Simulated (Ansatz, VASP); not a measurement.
Rh: VASP beside Ansatz

```
Rh
1.0
     0.00000    1.86273    1.86273
     1.86273    0.00000    1.86273
     1.86273    1.86273    0.00000
Rh
1
Direct
  0.00000 0.00000 0.00000
```

Change from the starting cell: volume scaled by 0.94, PAW files.

Alike in both runs: task electric field gradients; functional PBEsol; k mesh 16 × 16 × 16; occupations fermi-dirac, width 0.08 eV; no spin polarisation.

```csv
,VASP,Ansatz
version,VASP 6.6.1,Ansatz 0.2.0
potentials or method,"VASP PAW PBE potentials, release 64 (Rh_pv)","PAW with Ansatz's default frozen-core files, scalar-relativistic"
plane-wave cutoff (eV),520,420
valence electrons in the cell,15,17
```

```csv
,VASP,Ansatz,Ansatz less VASP
pressure (GPa),14.6,14.7,+0.07
Vzz of the field gradient on the site that differs most (V/Å²),0.0,0.0,0.00
```

The two sets of potentials don't hold the same shells in valence. Ansatz warned: «gradients_without_spin_orbit».

Caveats: the PAW data sets were made with another functional, which shifts forces and pressure a little (VASP).
